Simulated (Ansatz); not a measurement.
**SiO2 (Stishovite): Wannier runs under varied settings**

Which of these Wannier inputs for SiO2 (Stishovite) end well? Each is run as it stands.

Program: Ansatz 0.2.0. Level of theory: plane waves, PAW; the settings change from run to run, as each input shows. These are calculated values, not measurements.

1 further run of the same task is left out (it didn't finish).

## (1) The system as given

It takes space group P4_2/mnm (No. 136, tetragonal). The conventional cell has a = 4.185 Å, b = 4.185 Å, c = 2.669 Å, α = 90.00°, β = 90.00°, γ = 90.00°. Si (site symmetry mmm) is surrounded by 6 O at 1.76 to 1.81 Å. O (site symmetry m2m) is surrounded by 3 Si at 1.76 to 1.81 Å.

Structure file:

```xyz
6
Lattice="4.1852 0.0000 0.0000 0.0000 4.1852 0.0000 0.0000 0.0000 2.6688" Properties=species:S:1:pos:R:3 pbc="T T T"
Si    0.0000    0.0000    0.0000
Si    2.0926    2.0926    1.3344
O     1.2811    1.2811    0.0000
O     0.8115    3.3737    1.3344
O     2.9041    2.9041    0.0000
O     3.3737    0.8115    1.3344
```

The cell was relaxed beforehand with r2SCAN; those runs aren't shown.

## (2) Try 1

The input, input.yaml:

```yaml
crystal:
  lattice:
    - [4.1851894793, 0.0, 0.0]
    - [0.0, 4.1851894793, 0.0]
    - [0.0, 0.0, 2.6688395656]
  atoms:
    - { symbol: Si, position: [0.0, 0.0, 0.0] }
    - { symbol: Si, position: [0.5, 0.5, 0.5] }
    - { symbol: O, position: [0.3061010396, 0.3061010396, 0.0] }
    - { symbol: O, position: [0.1938989604, 0.8061010396, 0.5] }
    - { symbol: O, position: [0.6938989604, 0.6938989604, 0.0] }
    - { symbol: O, position: [0.8061010396, 0.1938989604, 0.5] }
kpoints:
  mp_grid: { grid: [6, 6, 8] }
  band_path:
    path:
      - [[0.0, 0.0, 0.0], [1.281212890366e-51, 0.5, -3.72647415385e-35], [0.5, 0.5, -1.86340470891e-34], [0.0, 0.0, 0.0], [1.476278207993e-50, 4.225641407777e-53, 0.5], [1.476278207993e-50, 0.5, 0.5], [0.5, 0.5, 0.5], [1.476278207993e-50, 4.225641407777e-53, 0.5]]
      - [[1.281212890366e-51, 0.5, -3.72647415385e-35], [1.476278207993e-50, 0.5, 0.5]]
      - [[0.5, 0.5, -1.86340470891e-34], [0.5, 0.5, 0.5]]
    npoints: 10
hamiltonian:
  xc: pbe
scf:
  occupations: { method: fixed }
  n_extra_bands: 6
output:
  forces: false
  stress: false
  eigenvalues: true
  wannier:
    kmesh: [4, 4, 6]
    projections: [{ species: O, l: s, shell: 2 }, { species: O, l: p, shell: 2 }]
    minimise: true
    write_hr: true
    conv_tol: 1.0e-08
    max_iter: 1000
```

Command:

```console
$ ansatz run input.yaml --threads 4 --pin off --max-ram 5529MiB --backend cpu --events-out ev --progress --plain --runs-dir out
```

Log, cut to the lines that bear on the results:

```text
Warning: RAYON_NUM_THREADS=4 ignored (pool sized by the plan → 4); use --threads N
scf.n_extra_bands = 6 over 16 filled bands (N_el = 32.0): the run solves 22 bands
[...]
Pseudopotentials: kind: paw
Pseudopotential: Si, paw, valence charge 4, recommended cutoff 420 eV (normal), Si.paw.azcp
Pseudopotential: O, paw, valence charge 6, recommended cutoff 420 eV (normal), O.paw.azcp
Functional definition: PBE
[...]
Crystal: 6 atoms, lattice volume = 46.747 Å³
Basis set: ecut = 420 eV, 913 PW (Γ)
Bands: 22, of which v1, the nominal top of the filled ones, is band 16 counted from 1 (15 counted from 0)
Symmetry: 16 space group operations
Space group: P42/mnm (ITA 136), of the structure as read, at distance tolerance 3.6e-5 Å
k-points: 50 of 288
[...]
SCF iter   1: F=—  HF=-3546.974967 eV  |F-HF|=—  |Δ(HF+E_count)|=         —  Δρ=3.23e-3  dr2=1.77e-3  ethr=1.77e-3  ⟨swp⟩=4.4  Hψ=4996  notcnv=0  defer=199
[...]
SCF iter   6: F=-3546.975700 eV  HF=-3546.975700 eV  |F-HF|=1.13e-8  |Δ(HF+E_count)|=   8.27e-8  Δρ=7.68e-6  dr2=1.69e-8  ethr=3.13e-10  ⟨swp⟩=8.3  Hψ=4188  notcnv=0
[...]
NSCF: frozen V_eff on 93 k-points
NSCF: frozen V_eff on 28 k-points
the Wannier pass solved 28 of the 96 points of its mesh, and has the states at the others by symmetry: states obtained by the crystal's operations at points that were solved too leave a residual of 2.74e-13 eV (read by the count's bands and the next), within 6.67e-6 eV
SCF converged after 6 iterations
Free energy (F): -3546.975700 eV
[...]
E sigma→0 (E₀):  -3546.975700 eV
Fermi energy:    10.527715 eV
[...]
--- Band table (eV; the first three rows and the last of 50) ---
  k-point 0: bands = ["-11.9963", "-8.3886", "-8.3886", "-8.1581", "-0.3204", "4.1253", "4.1253", "4.3179", "5.1659", "5.4484", "7.4139", "7.4139", "8.0227", "9.6505", "9.6505", "10.5277", "16.0833", "17.2509", "19.0435", "19.0435", "21.6794", "22.2320"]
[...]
Wannier search: line search 1 of at most 1000: gauge-dependent spread (as the search counts it) 3.7435968 Å², largest recent change 2.6e-1 Å² and fall left 1.6e-4 Å² against conv_tol 1.0e-8 Å², 0 stops escaped
```

Run time: 1.7 s. Hardware: 4 threads of Intel Xeon Platinum 8559C (Emerald Rapids), shared host; peak memory 0.39 GiB.

wannier.win names the bands that the functions span: 1-16 (counted from 1; 16 are filled).

The head of wannier.spreads.toml:

```toml
omega_i_ang2 = 7.814560874658696
omega_d_ang2 = 0.0007425133860866764
omega_od_ang2 = 1.5473879475961052
omega_total_ang2 = 9.362691335640887
least_projectability = 0.8714924061749607
b_vectors_match_mmn = true
n_iter = 45
converged = true
rejected_fitted_steps = 2
```

The functions (centres in Å, on-site energies from the top of the filled bands):

| n | x | y | z | spread (Å²) | on-site (eV) | nearest atoms | distance (Å) |
| --- | --- | --- | --- | --- | --- | --- | --- |
| 1 | 1.378 | 1.505 | -0.343 | 0.568 | -9.571 | O3 | 0.42 |
| 2 | 0.588 | 3.471 | 1.677 | 0.568 | -9.571 | O4 | 0.42 |
| 3 | 2.807 | 2.681 | 0.343 | 0.568 | -9.571 | O5 | 0.42 |
| 4 | 3.597 | 0.715 | 0.992 | 0.568 | -9.571 | O6 | 0.42 |
| 5 | 1.378 | 1.505 | 0.343 | 0.568 | -9.571 | O3 | 0.42 |
| 6 | 0.943 | 1.047 | 0.000 | 0.563 | -9.608 | O3 | 0.41 |
| 7 | 1.484 | 1.128 | 0.000 | 0.642 | -5.216 | O3 | 0.25 |
| 8 | 0.588 | 3.471 | 0.992 | 0.568 | -9.571 | O4 | 0.42 |
| 9 | 0.965 | 3.577 | 1.334 | 0.642 | -5.216 | O4 | 0.25 |
| 10 | 1.046 | 3.036 | 1.334 | 0.563 | -9.608 | O4 | 0.41 |
| 11 | 2.807 | 2.681 | -0.343 | 0.568 | -9.571 | O5 | 0.42 |
| 12 | 3.242 | 3.138 | 0.000 | 0.563 | -9.608 | O5 | 0.41 |
| 13 | 2.701 | 3.057 | 0.000 | 0.642 | -5.216 | O5 | 0.25 |
| 14 | 3.597 | 0.715 | 1.677 | 0.568 | -9.571 | O6 | 0.42 |
| 15 | 3.220 | 0.608 | 1.334 | 0.642 | -5.216 | O6 | 0.25 |
| 16 | 3.140 | 1.149 | 1.334 | 0.563 | -9.608 | O6 | 0.41 |

Along the path each interpolated band stays within 0.00, 0.00, 0.00, 0.00, 0.01, 0.01, 0.01, 0.01, 0.01, 0.00, 0.00, 0.01 and so on, 0.01 at most for the rest, eV of the nearest computed level, from the lowest band up.

## (3) Try 2

Changes to input.yaml since step 2:

```diff
@@ -31,6 +31,6 @@
     kmesh: [4, 4, 6]
-    projections: [{ species: O, l: s, shell: 2 }, { species: O, l: p, shell: 2 }]
+    projections: [{ species: O, l: p, shell: 2 }]
     minimise: true
     write_hr: true
-    conv_tol: 1.0e-08
+    conv_tol: 0.001
     max_iter: 1000
```

Command:

```console
$ ansatz run input.yaml --threads 4 --pin off --max-ram 5529MiB --backend cpu --events-out ev --progress --plain --runs-dir out
```

Log, cut to the lines that bear on the results:

```text
Warning: RAYON_NUM_THREADS=4 ignored (pool sized by the plan → 4); use --threads N
scf.n_extra_bands = 6 over 16 filled bands (N_el = 32.0): the run solves 22 bands
[...]
[... 4 set-up lines as earlier in the session ...]
[...]
Crystal: 6 atoms, lattice volume = 46.747 Å³
Basis set: ecut = 420 eV, 913 PW (Γ)
Bands: 22, of which v1, the nominal top of the filled ones, is band 16 counted from 1 (15 counted from 0)
[... 2 set-up lines as earlier in the session ...]
k-points: 50 of 288
[...]
SCF iter   1: F=—  HF=-3546.974967 eV  |F-HF|=—  |Δ(HF+E_count)|=         —  Δρ=3.23e-3  dr2=1.77e-3  ethr=1.77e-3  ⟨swp⟩=4.4  Hψ=4996  notcnv=0  defer=199
[...]
SCF iter   6: F=-3546.975700 eV  HF=-3546.975700 eV  |F-HF|=1.13e-8  |Δ(HF+E_count)|=   8.27e-8  Δρ=7.68e-6  dr2=1.69e-8  ethr=3.13e-10  ⟨swp⟩=8.3  Hψ=4188  notcnv=0
[...]
NSCF: frozen V_eff on 93 k-points
NSCF: frozen V_eff on 28 k-points
the Wannier pass solved 28 of the 96 points of its mesh, and has the states at the others by symmetry: states obtained by the crystal's operations at points that were solved too leave a residual of 2.74e-13 eV (read by the count's bands and the next), within 6.67e-6 eV
SCF converged after 6 iterations
Free energy (F): -3546.975700 eV
[...]
E sigma→0 (E₀):  -3546.975700 eV
Fermi energy:    10.527715 eV
[...]
--- Band table (eV; the first three rows and the last of 50) ---
[... band rows left out ...]
[...]
Wannier search: line search 1 of at most 1000: gauge-dependent spread (as the search counts it) 0.0970627 Å², largest recent change 1.6e-2 Å² and fall left 1.2e-6 Å² against conv_tol 1.0e-3 Å², 0 stops escaped
```

Run time: 1.3 s. Hardware: 4 threads of Intel Xeon Platinum 8559C (Emerald Rapids), shared host; peak memory 0.39 GiB.

wannier.win names the bands that the functions span: 5-16 (counted from 1; 16 are filled).

The head of wannier.spreads.toml:

```toml
omega_i_ang2 = 9.902545597231295
omega_d_ang2 = 0.001211670741091321
omega_od_ang2 = 0.09035568179525724
omega_total_ang2 = 9.994112949767644
least_projectability = 0.7418565877561577
b_vectors_match_mmn = true
n_iter = 11
converged = true
rejected_fitted_steps = 0
```

The functions (centres in Å, on-site energies from the top of the filled bands):

| n | x | y | z | spread (Å²) | on-site (eV) | nearest atoms | distance (Å) |
| --- | --- | --- | --- | --- | --- | --- | --- |
| 1 | 1.353 | 1.353 | 0.000 | 0.849 | -5.491 | O3 | 0.10 |
| 2 | 1.298 | 1.298 | 0.000 | 0.754 | -2.886 | O3 | 0.02 |
| 3 | 1.224 | 1.225 | 0.000 | 0.895 | -6.154 | O3 | 0.08 |
| 4 | 0.740 | 3.445 | 1.334 | 0.849 | -5.491 | O4 | 0.10 |
| 5 | 0.795 | 3.391 | 1.334 | 0.754 | -2.885 | O4 | 0.02 |
| 6 | 0.868 | 3.317 | 1.334 | 0.895 | -6.156 | O4 | 0.08 |
| 7 | 2.833 | 2.833 | 0.000 | 0.849 | -5.491 | O5 | 0.10 |
| 8 | 2.887 | 2.888 | 0.000 | 0.754 | -2.886 | O5 | 0.02 |
| 9 | 2.961 | 2.960 | 0.000 | 0.895 | -6.154 | O5 | 0.08 |
| 10 | 3.445 | 0.740 | 1.334 | 0.849 | -5.491 | O6 | 0.10 |
| 11 | 3.390 | 0.794 | 1.334 | 0.754 | -2.885 | O6 | 0.02 |
| 12 | 3.317 | 0.869 | 1.334 | 0.895 | -6.156 | O6 | 0.08 |

Along the path each interpolated band stays within 0.00, 0.00, 0.01, 0.01, 0.00, 0.00, 0.00, 0.01, 0.01, 0.01, 0.00, 0.00 eV of the nearest computed level, from the lowest band up.

## (4) Summary

| try | settings | ended | result | time |
| --- | --- | --- | --- | --- |
| 1 | PBE, 16 functions, 4×4×6 | converged | spread 9.36 Å² | 1.7 s |
| 2 | PBE, 12 functions, 4×4×6 | converged | spread 9.99 Å² | 1.3 s |

2 converged. Over the sound inputs the mean spread of a function spans 0.59 to 0.83 Å². These numbers test the settings; they aren't properties of the solid.
